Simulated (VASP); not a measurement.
**LiCl (wurtzite): one PBE single-point calculation in two programs**

```
CELL_PARAMETERS angstrom
3.89418 0.00000 0.00000
-1.94709 3.37246 0.00000
0.00000 0.00000 6.22446
ATOMIC_POSITIONS crystal
Li 0.33333 0.66667 0.99687
Li 0.66667 0.33333 0.49687
Cl 0.33333 0.66667 0.37813
Cl 0.66667 0.33333 0.87813
```

Datasets and cutoffs are each program's own. VASP's cell holds 20 valence electrons and Ansatz's 20. Ansatz's stress includes a Pulay correction; VASP's doesn't.

Cutoffs: 520 eV in VASP, 420 eV in Ansatz. k meshes: 12×12×4 and 12×12×4.

|  | VASP | Ansatz |
| --- | --- | --- |
| gap between bands v and c | 6.03 eV | 6.02 eV |
| least direct gap | 6.03 eV | 6.02 eV |
| pressure | 0.6 GPa | 0.7 GPa |

Band v is the last that the valence electrons fill when counted band by band, and c is the next. Levels in eV from the top of v, Ansatz:

```csv
point,v−1,v,c,c+1
Γ,-0.08,0.00,6.02,8.22
M,-0.61,-0.36,7.84,7.96
K,-0.84,-0.84,7.72,9.43
A,-0.25,-0.25,7.33,7.33
L,-0.60,-0.60,7.38,7.38
H,-0.43,-0.43,8.69,8.69
```

VASP:

```
point    v−1      v     c   c+1
    Γ  -0.08   0.00  6.03  8.25
    M  -0.61  -0.36  7.86  7.99
    K  -0.84  -0.84  7.75  9.45
    A  -0.25  -0.25  7.34  7.34
    L  -0.60  -0.60  7.40  7.40
    H  -0.43  -0.43  8.72  8.72
```
